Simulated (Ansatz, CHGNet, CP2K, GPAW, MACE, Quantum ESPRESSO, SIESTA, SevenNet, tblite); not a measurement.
# The unslipped end of a generalised stacking fault on (111) (glide set) of a GaP-AlP solid solution (72 atoms) in SIESTA

How do the settings of SIESTA change the result for the unslipped end of a generalised stacking fault on (111) (glide set) of a GaP-AlP solid solution (72 atoms)? A plane-wave run serves as the yardstick.

Method: the method is named at each step, in SIESTA 5.4.2.

## Step 1: Set-up

The cell holds 72 atoms: 18 Al, 36 P and 18 Ga. Its edges and angles: a = 6.683 Å, b = 11.576 Å, c = 19.103 Å, α = 90.0°, β = 90.0°, γ = 90.0°. Zinc-blende GaP lattice (a = 5.4569 Å, the value set for the mixture), cell with z along [111], 1 x 3 x 2 periods; the third cell vector is tilted by 0.000 of 1/2[11-2] and lengthened by 0.2 Å, so the stacking has no slip (glide set); displaced by a Gaussian of 0.01 Å; 18 of 36 Ga sites given to Al at random (lattice constant by Vegard's rule between GaP and AlP). Then every atom was moved at random, 0.02 Å r.m.s. a Cartesian component. The structure's axis is c.

The yardstick, on the same geometry:

```
method                                           : Kohn-Sham DFT, PBE, PAW, plane waves (Ansatz 0.2.0); cutoff 420 eV, Γ point, fermi-dirac smearing of 0.05 eV; PAW set soft_2
r.m.s. force component                           : 0.4406 eV/Å
longest force                                    : 1.724 eV/Å
pressure                                         : 1.239 GPa
gap (highest filled to lowest empty level) : 1.18 eV
SCF cycles                                       : 9
time                                             : 9.8 s on 8 threads of Arm Neoverse V1, shared host
CPU time                                         : 71 s
```

## Step 2: PBE, DZP, shift 0.01 Ry, mesh 300 Ry

Method: Kohn-Sham DFT, PBE, PseudoDojo 0.4.1 norm-conserving pseudopotentials (converted to PSML), numerical atomic orbitals (DZP), diagonalisation.

The .psml files are PseudoDojo norm-conserving potentials that we converted to this format, checked against plane waves on the same files for H, C, O, Si, Ge and Ca alone.

Contents of input.fdf:

```
SystemLabel cell
NumberOfAtoms 72
NumberOfSpecies 3
%block ChemicalSpeciesLabel
  1 13 Al
  2 15 P
  3 31 Ga
%endblock ChemicalSpeciesLabel
LatticeConstant 1.0 Ang
%block LatticeVectors
  6.68331 0.00000 0.00000
  0.00000 11.57583 0.00000
  0.00000 0.00000 19.10326
%endblock LatticeVectors
PAO.BasisSize DZP
PAO.EnergyShift 0.01 Ry
XC.Functional GGA
XC.Authors PBE
MeshCutoff 300 Ry
%block kgrid_Monkhorst_Pack
  1 0 0 0.0
  0 1 0 0.0
  0 0 1 0.0
%endblock kgrid_Monkhorst_Pack
SolutionMethod diagon
OccupationFunction FD
ElectronicTemperature 580 K
SCF.Mixer.Method Pulay
SCF.Mixer.Weight 0.05
SCF.Mixer.History 8
SCF.Mix Hamiltonian
MaxSCFIterations 300
SCF.DM.Tolerance 1e-04
SCF.H.Tolerance 1.0e-3 eV
WriteForces T
Write.HirshfeldPop T
Write.VoronoiPop T
Write.DM F
Write.H F
XML.Write F
AtomicCoordinatesFormat Fractional
%block AtomicCoordinatesAndAtomicSpecies
  0.48955 0.16623 0.02020 1
  0.50643 0.16695 0.14473 2
  0.82810 0.16605 0.18841 3
  0.83594 0.16879 0.30927 2
  0.00708 0.00107 0.01939 3
  0.99327 0.00040 0.14457 2
  0.33150 0.99853 0.18538 1
  0.33021 0.99790 0.30883 2
  0.66302 0.00387 0.35082 3
  0.66483 0.99435 0.47481 2
  0.50116 0.50168 0.02058 1
  0.50187 0.49810 0.14422 2
  0.83424 0.50145 0.18585 3
  0.83219 0.49806 0.30860 2
  0.00500 0.33034 0.02192 1
  0.99776 0.33159 0.14347 2
  0.33642 0.33409 0.18467 3
  0.33810 0.33127 0.30857 2
  0.66889 0.33290 0.34942 1
  0.66830 0.33397 0.47279 2
  0.16235 0.16450 0.35008 3
  0.16762 0.16341 0.47194 2
  0.49525 0.16806 0.51454 3
  0.49647 0.16740 0.63808 2
  0.83117 0.16503 0.67943 1
  0.83550 0.16377 0.80485 2
  0.00293 0.00015 0.51436 3
  0.00143 0.00087 0.63678 2
  0.33928 0.00031 0.68168 1
  0.33047 0.99811 0.80292 2
  0.66734 0.00290 0.84666 3
  0.66906 0.99808 0.96844 2
  0.49895 0.83369 0.02228 3
  0.49751 0.83249 0.14333 2
  0.83371 0.83428 0.18765 1
  0.83328 0.83706 0.31016 2
  0.99769 0.66740 0.02105 3
  0.99782 0.66663 0.14261 2
  0.33583 0.66449 0.18452 1
  0.33957 0.66541 0.30926 2
  0.67255 0.66829 0.34979 1
  0.66632 0.66737 0.47456 2
  0.16982 0.49693 0.34925 3
  0.16754 0.49718 0.47548 2
  0.49791 0.50168 0.51686 1
  0.50311 0.49945 0.63889 2
  0.83426 0.49624 0.68151 1
  0.83574 0.49847 0.80264 2
  0.99692 0.33554 0.51353 1
  0.00056 0.33514 0.63869 2
  0.33257 0.33356 0.67863 1
  0.33526 0.33295 0.80664 2
  0.66769 0.33255 0.84500 3
  0.66488 0.33246 0.96723 2
  0.16317 0.16974 0.84392 1
  0.17291 0.16681 0.96779 2
[... 12 atom lines left out ...]
  0.16547 0.49851 0.84707 3
  0.16550 0.49814 0.97311 2
  0.16214 0.83411 0.84429 1
  0.16420 0.83057 0.96928 2
%endblock AtomicCoordinatesAndAtomicSpecies
```

Run with:

```
OMP_NUM_THREADS=1 mpirun -np 2 siesta < input.fdf > output.txt
```

The program printed:

```text
Version         : 5.4.2
reinit: System Name:
reinit: System Label: cell
initatom: Reading input for the pseudopotentials and atomic orbitals ----------
Species number:   1 Atomic number:   13 Label: Al
Species number:   2 Atomic number:   15 Label: P
Species number:   3 Atomic number:   31 Label: Ga
Ground state valence configuration (from tables):   3s02  3p01  3d00  4f00
Ground state valence configuration (from tables):   3s02  3p03  3d00  4f00
Ground state valence configuration (from tables):   4s02  4p01  4d00  4f00
---- Processing specs for species: Al
GGA--PBE XC_GGA_X_PBE--XC_GGA_C_PBE pb
---- Processing specs for species: P
GGA--PBE XC_GGA_X_PBE--XC_GGA_C_PBE pb
---- Processing specs for species: Ga
GGA--PBE XC_GGA_X_PBE--XC_GGA_C_PBE pb
Semicore shell(s) with 10 electrons included in the valence for Ga
Semicore shell(s): 3d
Fallback to non-perturbative polarization scheme for Ga
Please see the manual if this is not desired in principle
Al pseudopotential only contains V_ls up to l=2 -- lmxkb reset.
P pseudopotential only contains V_ls up to l=2 -- lmxkb reset.
Ga pseudopotential only contains V_ls up to l=2 -- lmxkb reset.
Using PAO.SplitTailNorm
%block ChemicalSpeciesLabel
    1   13 Al                      # Species index, atomic number, species label
    2   15 P                       # Species index, atomic number, species label
    3   31 Ga                      # Species index, atomic number, species label
%endblock ChemicalSpeciesLabel
%block PAO.Basis                 # Define Basis set
Al                    2                    # Species label, number of l-shells
 n=3   0   2                         # n, l, Nzeta
   6.130      4.449
   1.000      1.000
 n=3   1   2 P   1                   # n, l, Nzeta, Polarization, NzetaPol
   7.969      5.883
[...]
P                     2                    # Species label, number of l-shells
 n=3   0   2                         # n, l, Nzeta
[...]
n=3   1   2 P   1                   # n, l, Nzeta, Polarization, NzetaPol
[...]
Ga                    4                    # Species label, number of l-shells
 n=4   0   2                         # n, l, Nzeta
[...]
n=4   1   2                         # n, l, Nzeta
   7.969      5.866
   1.000      1.000
 n=3   2   1                         # n, l, Nzeta
   3.094
   1.000
 n=4   2   1                         # n, l, Nzeta
   7.969
   1.000
%endblock PAO.Basis
coor:   Atomic-coordinates input format  =     Fractional
siesta: System type = bulk
initatomlists: Number of atoms, orbitals, and projectors:     72  1026  1296
siesta: ******************** Simulation parameters ****************************
Total number of electrons:   468.000000
Total ionic charge:   468.000000
 Kpoints in:            1 . Kpoints trimmed:            1
siesta: k-grid: Number of k-points = 1
siesta: k-points from Monkhorst-Pack grid
siesta: k-cutoff (effective) =     3.342 Ang
siesta: k-point supercell and displacements
siesta: k-grid:     1     0     0      0.000
siesta: k-grid:     0     1     0      0.000
siesta: k-grid:     0     0     1      0.000
                     ====================================
                        Single-point calculation
                     ====================================
outcell: Unit cell vectors (Ang):
        6.683310    0.000000    0.000000
        0.000000   11.575830    0.000000
        0.000000    0.000000   19.103260
outcell: Cell vector modules (Ang)   :    6.683310   11.575830   19.103260
outcell: Cell angles (23,13,12) (deg):     90.0000     90.0000     90.0000
outcell: Cell volume (Ang**3)        :   1477.9210
Gamma-point calculation with interaction between periodic images
Gamma-point calculation with interaction between periodic images
Some features might not work optimally:
Some features might not work optimally:
e.g. DM initialization from atomic data
e.g. DM initialization from atomic data
new_DM -- step:     1
Initializing Density Matrix...
Attempting to read DM from file... Failed...
DM filled with atomic data:
InitMesh: MESH = 72 x 128 x 200 = 1843200
InitMesh: Mesh cutoff (required, used) =   300.000   302.933 Ry
stepf: Fermi-Dirac step function
        iscf     Eharris(eV)        E_KS(eV)     FreeEng(eV)     dDmax    Ef(eV) dHmax(eV)
   scf:    1   -45346.600631   -45372.879122   -45372.879123  1.749794 -4.178561  6.496186
   scf:    2   -45377.786551   -45375.393399   -45375.393400  0.009627 -4.141759  5.527539
   scf:    3   -45386.121389   -45381.452741   -45381.452750  0.036823 -4.017977  3.203389
[...]
scf:   17   -45384.012036   -45384.012032   -45384.012069  0.000207 -3.897101  0.000954
   scf:   18   -45384.012032   -45384.012032   -45384.012070  0.000004 -3.897089  0.000829
SCF Convergence by DM+H criterion
max |DM_out - DM_in|         :     0.0000035672
max |H_out - H_in|      (eV) :     0.0008294241
SCF cycle converged after 18 iterations
Using DM_out to compute the final energy and forces
siesta: E_KS(eV) =           -45384.0120
siesta: E_KS - E_eggbox =    -45384.0120
siesta: Atomic forces (eV/Ang):
     1    0.856294   -0.020559   -1.149651
     2   -0.562574   -0.355512   -0.331651
     3    0.279613    0.060284   -0.366357
[...]
71    0.029820   -0.246250    0.389371
    72    0.423618    0.266259    0.770503
----------------------------------------
   Tot    0.000911    0.000668    0.018445
----------------------------------------
   Max    1.751919
   Res    0.449543    sqrt( Sum f_i^2 / 3N )
----------------------------------------
   Max    1.751919    constrained
Stress tensor Voigt[x,y,z,yz,xz,xy] (kbar):       34.50      -63.81       -8.13        1.57        5.19       -2.50
(Free)E + p*V (eV/cell)   -45372.5008
Target enthalpy (eV/cell)   -45384.0121
siesta: Program's energy decomposition (eV):
siesta: Ebs     =     -6232.525564
siesta: Eions   =     56171.092451
siesta: Ena     =      7224.274439
siesta: Ekin    =     33633.114910
siesta: Enl     =    -17490.032878
siesta: DEna    =       216.853675
siesta: DUscf   =        14.117164
siesta: Ex      =    -11987.462113
siesta: Ec      =      -823.784779
siesta: Exc     =    -12811.246892
siesta: Eharris =    -45384.012032
siesta: Etot    =    -45384.012032
siesta: FreeEng =    -45384.012070
siesta: Final energy (eV):
siesta:  Band Struct. =   -6232.525564
siesta:       Kinetic =   33633.114910
siesta:       Hartree =   16654.581879
siesta:         Exch. =  -11987.462113
siesta:         Corr. =    -823.784779
siesta:   Exch.-corr. =  -12811.246892
siesta:  Ion-electron =  -63835.165546
siesta:       Ion-ion =  -19025.296385
siesta:         Total =  -45384.012032
siesta:         Fermi =      -3.897089
siesta: Stress tensor (static) (eV/Ang**3):
siesta:     0.021535   -0.001563    0.003241
siesta:    -0.001563   -0.039824    0.000980
siesta:     0.003241    0.000981   -0.005077
siesta: Cell volume =       1477.921043 Ang**3
siesta: Pressure (static):
siesta:                Solid            Molecule  Units
siesta:           0.00008483         -0.00029876  Ry/Bohr**3
siesta:           0.00778881         -0.02743071  eV/Ang**3
siesta:          12.47905478        -43.94884773  kBar
    Orbital volume contribution        =          61.501492 eV
    (Free)E + p_basis*V_orbitals       =      -45322.510578 eV
    (Free)Eharris+ p_basis*V_orbitals  =      -45322.510578 eV
Hirshfeld Atomic Populations:
Atom #   charge [q] valence [e]  Species
     1     0.130806    2.869194  Al
     2    -0.155105    5.155105  P
     3     0.184750   12.815250  Ga
     4    -0.152284    5.152284  P
     5     0.171526   12.828474  Ga
     6    -0.157739    5.157739  P
     7     0.137654    2.862346  Al
[...]
9     0.189508   12.810492  Ga
[...]
11     0.125607    2.874393  Al
[...]
--------------------
 Total     0.000028
Voronoi Atomic Populations:
Atom #   charge [q] valence [e]  Species
[...]
59     0.186556    2.813444  Al
[...]
67     0.205908   12.794092  Ga
[...]
69     0.207097   12.792903  Ga
    70    -0.202794    5.202794  P
    71     0.194244    2.805756  Al
    72    -0.198454    5.198454  P
--------------------
 Total     0.000028
```

It took 3.7 min on 2 MPI ranks of Arm Neoverse V1, shared host; peak memory 1.7 GiB.

Banners, paths, timers and routine set-up lines are dropped from the logs unmarked, and long logs keep their key lines alone; longer cuts are marked.

Numbers from this run, and their distance from the reference:

```
r.m.s. force component                           : 0.4495 eV/Å
r.m.s. difference of force components            : 26.22 meV/Å
longest difference of force vectors              : 85.92 meV/Å
force difference over r.m.s. force               : 5.951 %
slope of forces against the reference's          : 1.019
correlation of force components                  : 0.9985
gap (highest filled to lowest empty level) : 1.12 eV
gap difference                                   : -0.0605 eV
pressure                                         : 1.248 GPa
pressure difference                              : 0.0087 GPa
```

Length of the force difference by element (eV/Å):

| element | atoms | mean | most |
| --- | --- | --- | --- |
| Al | 18 | 0.034 | 0.071 |
| Ga | 18 | 0.026 | 0.052 |
| P | 36 | 0.052 | 0.086 |

Levels nearest the highest filled one (eV from it): -1.13, -1.05, -0.99, -0.83, -0.78, -0.76, -0.71, -0.60, -0.55, -0.47, -0.07, 0.00, 1.12, 1.51, 1.62, 1.63, 1.70, 1.86, 1.91, 1.99, 2.11, 2.12, 2.15, 2.22.

A closer look about P40, picked at random: 9 atoms, nearest first, numbered in the order of the input, with positions taken from that point.

| atom | x | y | z | distance (Å) | bonds | Hirshfeld charge (e) | Fx | Fy | Fz (eV/Å) |
| --- | --- | --- | --- | --- | --- | --- | --- | --- | --- |
| P40 | 0.00 | 0.00 | 0.00 | 0.00 | 4 | -0.16 | -0.18 | 0.39 | -0.15 |
| Al41 | 2.23 | 0.03 | 0.77 | 2.36 | 4 | 0.14 | -0.28 | -0.14 | 0.22 |
| Ga43 | -1.13 | -1.95 | 0.76 | 2.38 | 4 | 0.18 | -0.17 | 0.13 | 0.35 |
| Al39 | -0.02 | -0.01 | -2.38 | 2.38 | 4 | 0.14 | -0.46 | 0.05 | 0.12 |
| Al57 | -1.18 | 1.98 | 0.76 | 2.43 | 4 | 0.14 | 0.16 | -0.77 | 0.32 |
| P14 | 3.29 | -1.94 | -0.01 | 3.82 | 4 | -0.15 | 0.38 | 0.39 | 0.12 |
| P42 | 2.18 | 0.02 | 3.16 | 3.84 | 4 | -0.15 | -0.13 | -0.24 | -0.38 |
| P8 | -0.06 | 3.85 | -0.01 | 3.85 | 4 | -0.16 | 0.42 | 0.38 | -0.32 |
| P36 | 3.30 | 1.99 | 0.02 | 3.85 | 4 | -0.16 | 0.00 | -0.23 | -0.18 |

Forces lie 6.0 % from the reference's, at 6.2 times its CPU time (on 2 against 8 cores).

## Step 3: PBE, SZP, shift 0.01 Ry, mesh 300 Ry

Method: Kohn-Sham DFT, PBE, PseudoDojo 0.4.1 norm-conserving pseudopotentials (converted to PSML), numerical atomic orbitals (SZP), diagonalisation.

Edit input.fdf of step 2 so:

```diff
@@ -14,3 +14,3 @@
 %endblock LatticeVectors
-PAO.BasisSize DZP
+PAO.BasisSize SZP
 PAO.EnergyShift 0.01 Ry
```

Run with:

```
OMP_NUM_THREADS=1 siesta < input.fdf > output.txt
```

The program printed:

```text
Version         : 5.4.2
reinit: System Name:
reinit: System Label: cell
initatom: Reading input for the pseudopotentials and atomic orbitals ----------
Species number:   1 Atomic number:   13 Label: Al
Species number:   2 Atomic number:   15 Label: P
Species number:   3 Atomic number:   31 Label: Ga
Ground state valence configuration (from tables):   3s02  3p01  3d00  4f00
Ground state valence configuration (from tables):   3s02  3p03  3d00  4f00
Ground state valence configuration (from tables):   4s02  4p01  4d00  4f00
---- Processing specs for species: Al
GGA--PBE XC_GGA_X_PBE--XC_GGA_C_PBE pb
---- Processing specs for species: P
GGA--PBE XC_GGA_X_PBE--XC_GGA_C_PBE pb
---- Processing specs for species: Ga
GGA--PBE XC_GGA_X_PBE--XC_GGA_C_PBE pb
[... lines left out ...]
Total number of electrons:   468.000000
[... lines left out ...]
stepf: Fermi-Dirac step function
        iscf     Eharris(eV)        E_KS(eV)     FreeEng(eV)     dDmax    Ef(eV) dHmax(eV)
[... lines left out ...]
SCF Convergence by DM+H criterion
[... lines left out ...]
SCF cycle converged after 16 iterations
[... lines left out ...]
   Max    1.875337
[... lines left out ...]
   Max    1.875337    constrained
Stress tensor Voigt[x,y,z,yz,xz,xy] (kbar):        4.65      -93.47      -40.58        2.15        5.99       -3.43
[... lines left out ...]
siesta: Etot    =    -45364.588384
siesta: FreeEng =    -45364.588402
siesta: Final energy (eV):
siesta:  Band Struct. =   -6276.525256
siesta:       Kinetic =   33590.542210
siesta:       Hartree =   16586.372602
siesta:         Exch. =  -11973.242519
siesta:         Corr. =    -825.527693
siesta:   Exch.-corr. =  -12798.770213
siesta:  Ion-electron =  -63717.436598
siesta:       Ion-ion =  -19025.296385
siesta:         Total =  -45364.588384
siesta:         Fermi =      -3.970395
siesta: Stress tensor (static) (eV/Ang**3):
siesta:     0.002904   -0.002138    0.003739
siesta:    -0.002138   -0.058338    0.001341
siesta:     0.003739    0.001341   -0.025328
siesta: Cell volume =       1477.921043 Ang**3
siesta: Pressure (static):
siesta:                Solid            Molecule  Units
siesta:           0.00029320         -0.00010092  Ry/Bohr**3
siesta:           0.02692030         -0.00926625  eV/Ang**3
siesta:          43.13106794        -14.84617691  kBar
    Orbital volume contribution        =          50.271986 eV
    (Free)E + p_basis*V_orbitals       =      -45314.316417 eV
    (Free)Eharris+ p_basis*V_orbitals  =      -45314.316417 eV
Hirshfeld Atomic Populations:
Atom #   charge [q] valence [e]  Species
     1     0.128274    2.871726  Al
     2    -0.151344    5.151344  P
     3     0.182414   12.817586  Ga
     4    -0.147784    5.147784  P
     5     0.172431   12.827569  Ga
     6    -0.155356    5.155356  P
     7     0.132768    2.867232  Al
[...]
9     0.188696   12.811304  Ga
[...]
11     0.122295    2.877705  Al
[...]
--------------------
 Total     0.000016
Voronoi Atomic Populations:
Atom #   charge [q] valence [e]  Species
[...]
59     0.208975    2.791025  Al
[...]
67     0.216799   12.783201  Ga
[...]
69     0.219139   12.780861  Ga
    70    -0.222653    5.222653  P
    71     0.215957    2.784043  Al
    72    -0.212010    5.212010  P
--------------------
 Total     0.000016
```

Wall time 5.1 min (1 thread); peak memory 1.3 GiB.

Numbers from this run, and their distance from the reference:

- r.m.s. force component: 0.4824 eV/Å
- r.m.s. difference of force components: 60.58 meV/Å
- longest difference of force vectors: 190.5 meV/Å
- force difference over r.m.s. force: 13.75 %
- slope of forces against the reference's: 1.09
- correlation of force components: 0.9955
- gap (highest filled to lowest empty level): 1.196 eV
- gap difference: 0.0152 eV
- pressure: 4.313 GPa
- pressure difference: 3.074 GPa

This is a coarse setting, run to see what it loses.

Against the first run (6.0 %), the force difference from the reference is 14 %, at 0.69 times the CPU time (on 1 against 2 cores), with 738 basis functions against 1026: the smaller basis costs accuracy.

(Continued in part 2 of 2.)

[Also dropped from logs without a mark: logging warnings of Python, and SIESTA's first energy breakdown and zero terms.]

[Logs are printed without paths, hosts, clocks, repeated set-up lines and the standing remarks that a program may print on its own settings, such as how far it seeks lower states.]

[Hosts, paths, dates, database ids (printed as entryN), source tags and the programs' standing remarks are cut or masked in the printed files.]
